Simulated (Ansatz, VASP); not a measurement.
Two plane-wave programs on Cd2S

File INCAR:

```
SYSTEM = Cd2S
ALGO = Normal ; EDIFF = 1E-7
ENCUT = 520 ; GGA = PE
ISIF = 2 ; ISMEAR = -1
LASPH = .TRUE. ; LCHARG = .FALSE.
LREAL = .FALSE. ; LWAVE = .FALSE.
NBANDS = 22 ; NELM = 80
PREC = Accurate ; SIGMA = 0.05
```

File KPOINTS:

```
k-points
0
G
  8 8 5
  0 0 0
```

The input POSCAR:

```
Cd2S
1.0
    3.8817765334      0.0000000000      0.0000000000
   -1.9408882667      3.3617170898      0.0000000000
    0.0000000000      0.0000000000      5.6906037861
Cd S
2 1
Direct
    0.3333333333      0.6666666667      0.9327170000
    0.6666666667      0.3333333333      0.5787350000
    0.3333333333      0.6666666667      0.3657050000
```

input.yaml

```yaml
crystal:
  lattice:
    - [3.8817765334, 0.0, 0.0]
    - [-1.9408882667, 3.3617170898, 0.0]
    - [0.0, 0.0, 5.6906037861]
  atoms:
    - { symbol: Cd, position: [0.3333333333, 0.6666666667, 0.932717] }
    - { symbol: Cd, position: [0.6666666667, 0.3333333333, 0.578735] }
    - { symbol: S, position: [0.3333333333, 0.6666666667, 0.365705] }
hamiltonian:
  xc: pbe
  pseudopotentials: { kind: paw }
kpoints:
  mp_grid: { grid: [8, 8, 5] }
scf:
  occupations: { method: fermi_dirac, width: 0.05 }
output:
  forces: true
  stress: true
  eigenvalues: true
```

Change from the starting cell: volume scaled by 0.94.

Alike in both runs: task single point; functional PBE; k mesh 8 × 8 × 5; occupations fermi-dirac, width 0.05 eV; no spin polarisation.

|  | VASP | Ansatz |
| --- | --- | --- |
| version | VASP 6.6.1 | Ansatz 0.2.0 |
| potentials or method | VASP PAW PBE potentials, release 64 (Cd, S) | Ansatz PAW |
| plane-wave cutoff (eV) | 520 | 420 |
| valence electrons in the cell | 30 | 46 |

Ansatz gave:

```
gap on the k mesh at the Fermi level (eV)       : 0.21
least direct gap on the mesh (eV)               : 0.59
pressure (GPa)                                  : 2.9
largest component of the traceless stress (GPa) : 0.99
rms of the force components (eV/Å)              : 0.068
```

**Question.** Which values does VASP return?

**Answer.** gap on the k mesh at the Fermi level (eV): 0.21; least direct gap on the mesh (eV): 0.59; pressure (GPa): 3.3; largest component of the traceless stress (GPa): 1.09; rms of the force components (eV/Å): 0.079.

Atom by atom the forces differ by 0.011 eV/Å (rms over components). With one functional, cell and mesh, what is left measures potentials, basis and numerics. The two sets of potentials don't hold the same shells in valence.

Caveats: an odd mesh through Γ misses points on the zone boundary, where band edges often lie (VASP); odd divisions of the mesh miss points on the zone boundary, where band edges often lie, so the gap on the mesh can be too wide (Ansatz).
